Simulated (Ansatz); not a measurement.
# SrO: the cost of one run

Computed with Ansatz 0.2.0 (DFT PBEsol, scalar-relativistic, plane waves, PAW, unless a step's input says otherwise).

### Step 1. The structure to begin with

It takes space group P6_3mc (No. 186, hexagonal). Conventional cell: a = 4.275 Å, b = 4.275 Å, c = 5.156 Å, α = 90.00°, β = 90.00°, γ = 120.00°. Sr (site symmetry 3m) has 5 O at 2.47 to 2.58 Å as nearest neighbours. O (site symmetry 3m) is surrounded by 5 Sr at 2.47 to 2.58 Å.

As a file:

```
Sr O
1.0
     4.27547    0.00000    0.00000
    -2.13773    3.70266    0.00000
     0.00000    0.00000    5.15559
Sr O
2 2
Cartesian
  0.0000 2.4684 4.8366
  2.1377 1.2342 2.2588
  0.0000 2.4684 2.2523
  2.1377 1.2342 4.8301
```

The structure comes from the Materials Project (structure only).

### Step 2. A single atom displaced

What differs from the listed cell: atom 4 (O) moved by 0.09 Å.

The input, input.yaml:

```yaml
crystal:
  lattice:
    - [4.2754662656, 0.0, 0.0]
    - [-2.1377331328, 3.702662399, 0.0]
    - [0.0, 0.0, 5.15559499]
  atoms:
    - { symbol: Sr, position: [0.33333333, 0.66666667, 0.9381277] }
    - { symbol: Sr, position: [0.66666667, 0.33333333, 0.4381277] }
    - { symbol: O, position: [0.33333333, 0.66666667, 0.4368723] }
    - { symbol: O, position: [0.66666667, 0.33333333, 0.954329063] }
basis:
  ecutwfc: 420
kpoints:
  mp_grid: { grid: [9, 9, 6] }
hamiltonian:
  xc: pbesol
scf:
  occupations: { method: gaussian, width: 0.02 }
output:
  forces: true
  stress: true
  eigenvalues: true
  populations: true
```

Q: Estimate wall time and peak memory on 1 thread of an x86-64 CPU, shared host.

About 6.7 s, with a peak of 0.44 GiB.
